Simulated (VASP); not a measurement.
A run of VASP 6.6.1:

Contents of INCAR:

```
SYSTEM = Sc
  PREC = Accurate
  ENCUT = 520
  EDIFF = 1E-7
  ISMEAR = -1
  SIGMA = 0.05
  LREAL = .False.
  LASPH = .True.
  NELM = 80
  ALGO = Normal
  ISIF = 2
  LWAVE = .False.
  LCHARG = .False.
  GGA = PE
  NBANDS = 12
```

The input KPOINTS:

```
regular mesh
0
Gamma
  10 10 10
  0 0 0
```

Contents of POSCAR:

```
Sc
1.0
    0.0000000000      2.2600000000      2.2600000000
    2.2600000000      0.0000000000      2.2600000000
    2.2600000000      2.2600000000      0.0000000000
Sc
1
Direct
    0.0000000000      0.0000000000      0.0000000000
```

Potentials or basis: VASP PAW PBE potentials, release 64 (Sc_sv).

Launch:

```sh
$ cat potpaw_PBE.64/Sc_sv/POTCAR > POTCAR
$ mpirun -np 1 vasp_std > vasp.out
```

Hardware: 1 thread of Intel(R) Xeon(R) Platinum 8559C (Emerald Rapids), with other jobs on the host.

How long does it take, and how much memory?

It took 4.9 s on 1 thread of Intel(R) Xeon(R) Platinum 8559C (Emerald Rapids) (shared host), peak memory 0.14 GiB. Counts: scf iterations 13, k points 47.
